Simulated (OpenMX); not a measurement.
Ta:

```xyz
1
Lattice="-1.6513 1.6513 1.6513 1.6513 -1.6513 1.6513 1.6513 1.6513 -1.6513" Properties=species:S:1:pos:R:3 pbc="T T T"
Ta    0.0000    0.0000    0.0000
```

* Program: OpenMX 3.8.5
* Task: single point
* Functional: PBE
* Potentials or basis: OpenMX 2013 PBE set, Ta7.0-s3p2d2f1, grid cutoff 350 Ry
* k mesh: 11 × 11 × 11
* Occupations: fermi-dirac, width 0.05 eV
* Spin: no spin polarisation

On this cell: pressure 2.5 GPa; band gap on the k mesh none (metal or under the smearing width).

The same run follows on a disturbed copy (cell strained at random at fixed volume):

```xyz
1
Lattice="-1.6207 1.6546 1.6292 1.6978 -1.6262 1.6778 1.6224 1.6279 -1.6008" Properties=species:S:1:pos:R:3 pbc="T T T"
Ta   -0.0498    0.0348   -0.0299
```

What does the disturbed cell give?

The energy (extrapolated to zero smearing) moves by +18.8 meV/atom; pressure 2.7 GPa; band gap on the k mesh none (metal or under the smearing width).

Caveats: the basis of atomic orbitals isn't converged, which shifts pressures, moduli and gaps.
